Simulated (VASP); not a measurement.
SnS2 (Berndtite-2T):

```
CELL_PARAMETERS angstrom
3.63900 0.00000 0.00000
-1.81950 3.15147 0.00000
0.00000 0.00000 5.86800
ATOMIC_POSITIONS crystal
Sn 0.00000 0.00000 0.00000
S 0.33333 0.66667 0.25000
S 0.66667 0.33333 0.75000
```

* Program: VASP 6.6.1
* Task: relaxation of cell and atoms
* Functional: optB86b-vdW
* Potentials or basis: VASP PAW PBE potentials, release 64 (Sn_d, S)
* Cutoff: 600 eV
* k mesh: 9 × 9 × 5
* Occupations: gaussian, width 0.03 eV
* Spin: no spin polarisation

At the start: pressure 2.8 GPa; volume 22.43 Å³/atom.

Q: How do energy, volume and symmetry change on relaxing?

A: Over 8 steps the energy falls by 6.5 meV/atom and the volume is 23.10 Å³/atom (+3.0 %); space group P-3m1 (No. 164, to 0.05 Å).

The path:
| step | energy change (eV) | largest force (eV/Å) | pressure (GPa) | volume (Å³) |
| --- | --- | --- | --- | --- |
| 1 | 0.0000 | 0.3340 | 2.77 | 67.30 |
| 2 | -0.0033 | 0.3181 | -2.21 | 71.14 |
| 3 | -0.0192 | 0.0221 | -0.04 | 69.26 |
| 4 | -0.0192 | 0.0157 | 0.07 | 69.22 |
| 5 | -0.0194 | 0.0023 | 0.02 | 69.26 |
| 6 | -0.0194 | 0.0128 | 0.02 | 69.28 |
| 7 | -0.0194 | 0.0145 | 0.02 | 69.28 |
| 8 | -0.0195 | 0.0051 | -0.04 | 69.31 |

Final structure:
```
CELL_PARAMETERS angstrom
3.68191 0.00000 0.00000
-1.84095 3.18863 0.00000
0.00000 0.00000 5.90382
ATOMIC_POSITIONS crystal
Sn 0.00000 0.00000 0.00000
S 0.33333 0.66667 0.25128
S 0.66667 0.33333 0.74872
```

Caveat: the PAW data sets were made with another functional, which shifts forces and pressure a little.
